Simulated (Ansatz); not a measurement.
Here is an Ansatz 0.2.0 calculation.

input.yaml

```yaml
crystal:
  lattice:
    - [3.223, 0.0, 0.0]
    - [-1.6115, 2.7911998764, 0.0]
    - [0.0, 0.0, 3.191]
  atoms:
    - { symbol: Mo, position: [-0.004288, 0.0061, 0.00142] }
    - { symbol: P, position: [0.322583, 0.673946, 0.490115] }
kpoints:
  mp_grid: { grid: [10, 10, 8] }
scf:
  occupations: { method: fermi_dirac, width: 0.05 }
hamiltonian:
  xc: pbe
  pseudopotentials: { kind: all_electron, lapw: { basis_error: 0.001 } }
output:
  forces: true
  stress: true
  eigenvalues: true
  populations: true
```

Potentials or basis: all-electron LAPW, scalar-relativistic.

Launch:

```bash
$ ansatz run input.yaml --threads 1 --pin off --max-ram 2560MiB --backend cpu --events-out ev --progress --plain --runs-dir out
```

Q: Estimate the pressure.

A: 2.8 GPa.

Q: Estimate the largest force.

A: 0.598 eV/Å.

Stress tensor (GPa, compression positive):
```
 3.15 -0.94  0.22
-0.94  2.88 -0.04
 0.22 -0.04  2.41
```
